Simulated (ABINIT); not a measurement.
A run of ABINIT 10.8.3 (patched build) is set up as follows.

The input run.abi:

```
# Pseudopotentials
pp_dirpath "./"
pseudos "Ti.GGA_PBE-JTH.xml, O.GGA_PBE-JTH.xml"

# Structure
acell 4.5998373239 4.5998373239 2.95921356 Angstrom
rprim
     1.0000000000     0.0000000000     0.0000000000
     0.0000000000     1.0000000000     0.0000000000
     0.0000000000     0.0000000000     1.0000000000
ntypat 2
znucl 22 8
natom 6
typat 1 1 2 2 2 2
xcart
     0.0000000000     0.0000000000     1.4796067800
     2.2999186620     2.2999186620     0.0000000000
     1.3998285662     1.3998285662     1.4796067800
     0.9000900958     3.6997472281     0.0000000000
     3.6997472281     0.9000900958     0.0000000000
     3.2000087577     3.2000087577     1.4796067800 Angstrom
chkprim 0
chksymtnons 0
tolsym 1.0e-6

# Plane-wave basis
ecut 23.0
pawecutdg 45.0
pawxcdev 0
pawovlp -1

# k points
kptopt 1
ngkpt 4 4 5
nshiftk 1
shiftk 0.0 0.0 0.0

# Exchange and correlation
ixc -116133

# Bands and occupations
nband 29
occopt 3
tsmear 0.00183747

# SCF cycle
nstep 100
tolvrs 1.0e-9

# Output
iomode 3
prtwf 0
prtden 0
prteig 0
prtebands 0
enunit 2

# Relaxation
ionmov 2
ntime 60
tolmxf 5.0e-5
optcell 2
dilatmx 1.08
ecutsm 0.5
```

Potentials or basis: JTH PAW PBE v2.0.

Command:

```console
$ abinit run.abi > log 2>&1
```

**Question.** What does it give for the relaxed volume?

**Answer.** 10.36 Å³/atom.

**Question.** Predict the relaxed cell.

**Answer.** a = 4.594 Å, b = 4.594 Å, c = 2.944 Å, α = 90.00°, β = 90.00°, γ = 90.00°.

The path:
| step | energy change (eV) | largest force (eV/Å) | pressure (GPa) | volume (Å³) |
| --- | --- | --- | --- | --- |
| 1 | 0.0000 | 0.0433 | -1.99 | 62.61 |
| 2 | -0.0034 | 0.0045 | -0.44 | 62.23 |
| 3 | -0.0037 | 0.0069 | 0.06 | 62.12 |
| 4 | -0.0037 | 0.0059 | 0.07 | 62.12 |
| 5 | -0.0038 | 0.0014 | 0.01 | 62.14 |
| 6 | -0.0038 | 0.0008 | 0.00 | 62.14 |

Caveat: the k mesh is coarse (spacing up to 0.42 Å⁻¹), so the values aren't converged; the PAW data sets were made with another functional, which shifts forces and pressure a little; the atomic spheres overlap.
